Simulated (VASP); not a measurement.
Wanted: the native input for a VASP 6.6.1 run.

```
Task                   : band structure
Functional             : LDA
Potentials or basis    : VASP PAW LDA potentials, release 64 (Ga_d, Sb)
Cutoff                 : 520 eV
k mesh                 : 10 × 10 × 10
Occupations            : gaussian, width 0.02 eV
Spin                   : no spin polarisation
Further INCAR settings : ALGO = Fast; EDIFF = 1e-07
```

Crystal: GaSb.

```
CELL_PARAMETERS angstrom
0.00000 3.02763 3.02763
3.02763 0.00000 3.02763
3.02763 3.02763 0.00000
ATOMIC_POSITIONS crystal
Ga 0.00000 0.00000 0.00000
Sb 0.25000 0.25000 0.25000
```

The input as run:

POSCAR

```
GaSb                                    
1.0
   -0.0000000000      3.0276288757      3.0276288757
    3.0276288757      0.0000000000      3.0276288757
    3.0276288757      3.0276288757      0.0000000000
  Ga              Sb            
     1     1
Direct
     0.0000000000000000    0.0000000000000000    0.0000000000000000
     0.2500000000000000    0.2500000000000000    0.2500000000000000
```

INCAR.step1

```
SYSTEM = GaSb
ALGO = Fast
EDIFF = 1E-7
ENCUT = 520
ISIF = 2
ISMEAR = 0
LASPH = .True.
LCHARG = .True.
LREAL = .False.
LWAVE = .False.
NELM = 100
PREC = Accurate
SIGMA = 0.02
```

KPOINTS.step1

```
k-points
0
Gamma
  10 10 10
  0 0 0
```

INCAR.step2

```
SYSTEM = GaSb
ALGO = Fast
EDIFF = 1E-7
ENCUT = 520
ICHARG = 11
ISIF = 2
ISMEAR = 0
LASPH = .True.
LCHARG = .False.
LREAL = .False.
LWAVE = .False.
NELM = 100
PREC = Accurate
SIGMA = 0.05
```

KPOINTS.step2

```
path GXWKGLUWLK,UX
15
line-mode
reciprocal
 0.0000000000  0.0000000000  0.0000000000  G
 0.5000000000  0.0000000000  0.5000000000  X

 0.5000000000  0.0000000000  0.5000000000  X
 0.5000000000  0.2500000000  0.7500000000  W

 0.5000000000  0.2500000000  0.7500000000  W
 0.3750000000  0.3750000000  0.7500000000  K

 0.3750000000  0.3750000000  0.7500000000  K
 0.0000000000  0.0000000000  0.0000000000  G

 0.0000000000  0.0000000000  0.0000000000  G
 0.5000000000  0.5000000000  0.5000000000  L

 0.5000000000  0.5000000000  0.5000000000  L
 0.6250000000  0.2500000000  0.6250000000  U

 0.6250000000  0.2500000000  0.6250000000  U
 0.5000000000  0.2500000000  0.7500000000  W

 0.5000000000  0.2500000000  0.7500000000  W
 0.5000000000  0.5000000000  0.5000000000  L

 0.5000000000  0.5000000000  0.5000000000  L
 0.3750000000  0.3750000000  0.7500000000  K

 0.6250000000  0.2500000000  0.6250000000  U
 0.5000000000  0.0000000000  0.5000000000  X
```

Potentials or basis: VASP PAW LDA potentials, release 64 (Ga_d, Sb).

Run with:

```sh
$ cat potpaw_LDA.64/Ga_d/POTCAR potpaw_LDA.64/Sb/POTCAR > POTCAR
$ cp INCAR.step1 INCAR
$ cp KPOINTS.step1 KPOINTS
$ mpirun -np 1 vasp_std > vasp.out
$ cp INCAR.step2 INCAR
$ cp KPOINTS.step2 KPOINTS
$ mpirun -np 1 vasp_std > vasp.out
```

It gave:

- Band gap on the k mesh: 0.10 eV, direct
- Band gap along the path: 0.10 eV, direct

Caveat: the log is that of the step along the path at fixed density, whose energy, stress, charges and moments have no meaning; spin-orbit coupling is left out, which moves the levels of the heavy elements.

It took 80 s on 1 thread of Intel(R) Xeon(R) Platinum 8488C (Sapphire Rapids), on a shared host, peak memory 0.24 GiB.
